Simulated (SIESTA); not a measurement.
# AlRu in SIESTA: convergence with real-space mesh cutoff

Input of the first run (real-space mesh cutoff 100 Ry); the others differ in this setting and in those tied to it:

File run.py:

```python
from ase import Atoms
from ase.calculators.siesta import Siesta
from ase.units import Ry, GPa

atoms = Atoms(
    ['Ru', 'Al'],
    cell=[
        [2.9916, 0.0, 0.0],
        [0.0, 2.9916, 0.0],
        [0.0, 0.0, 2.9916],
    ],
    scaled_positions=[
        [0.497003, 0.511017, 0.487802],
        [-0.004324, -0.00883, 0.010019],
    ],
    pbc=True,
)

fdf = {
    'SCFMustConverge': False,
    'OccupationFunction': 'FD',
    'ElectronicTemperature': '0.05 eV',
    'MaxSCFIterations': '120',
    'SCF.Mixer.Method': 'Pulay',
    'SCF.Mixer.Weight': '0.25',
    'SCF.Mixer.History': '8',
    'SCF.DM.Tolerance': '5.0e-05',
    'SCF.H.Tolerance': '1.0e-03 eV',
    'WriteForces': 'true',
    'Charge.Mulliken': 'end',
    'PAO.Basis': ['Al.2 2', 'n=3 0 2', '  7.312 0.000', 'n=3 1 2 P 1', '  9.500 0.000'],
}
calc = Siesta(
    label="AlRu",
    command="siesta < PREFIX.fdf > PREFIX.out",
    pseudo_path="pseudos",
    pseudo_qualifier="",
    xc=('GGA', 'PBE'),
    basis_set="DZP",
    mesh_cutoff=100 * Ry,
    energy_shift=0.002 * Ry,
    kpts=[7, 7, 7],
    spin="non-polarized",
    fdf_arguments=fdf,
)
atoms.calc = calc

print(f"energy = {atoms.get_potential_energy():.6f} eV")
free = atoms.get_potential_energy(force_consistent=True)
print(f"free energy = {free:.6f} eV")
print("forces (eV/A):")
print(atoms.get_forces(apply_constraint=False).round(6))
print("stress (GPa, Voigt order, tension positive):", (atoms.get_stress() / GPa).round(4))
```

Potentials or basis: PseudoDojo 0.4 standard (PBE files), DZP (energy shift 0.002 Ry; radii capped at 9.5 bohr).

Command:

```console
$ python run.py
```

The cell isn't the ideal one: atoms moved at random, drawn with an rms of 0.05 Å.

Hardware: 1 thread of Arm Neoverse V1 (shared host).

Problem. The values tried are 100 Ry, 150 Ry, 200 Ry, 300 Ry, 400 Ry, 500 Ry, 700 Ry, 900 Ry, 1200 Ry, loosest first. From which on does the largest force stay within 0.005 eV/Å of the tightest run that finished?

Solution. From 200 Ry on.

```csv
real-space mesh cutoff,"energy less the tightest run, at zero smearing (meV/atom)",pressure (GPa),largest force (eV/Å),SCF cycles,CPU time (s),peak memory (GiB)
100 Ry,-6.81,4.33,-,9,19,0.16
150 Ry,-2.05,4.22,0.771,9,27,0.17
200 Ry,-0.68,4.25,0.754,9,39,0.2
300 Ry,-0.48,4.30,0.754,9,44,0.21
400 Ry,-0.24,4.22,0.755,9,57,0.23
500 Ry,-0.06,4.23,0.754,9,110,0.35
700 Ry,-0.06,4.23,0.754,9,110,0.35
900 Ry,-0.01,4.25,0.754,9,150,0.43
1200 Ry,0.00,4.25,0.754,9,250,0.62
```

Against the tightest run, the energy stays within 1 meV/atom from 200 Ry on; the pressure stays within 0.1 GPa from 100 Ry on. Values are those asked for, which the program may round to a finer grid. The tightest run that finished is the yardstick and may itself not be fully converged.

Caveat, for the tightest run too: semicore shells carry a single zeta, which can move pressures by several GPa and volumes by a few percent; the basis of atomic orbitals isn't converged, which shifts pressures, moduli and gaps.
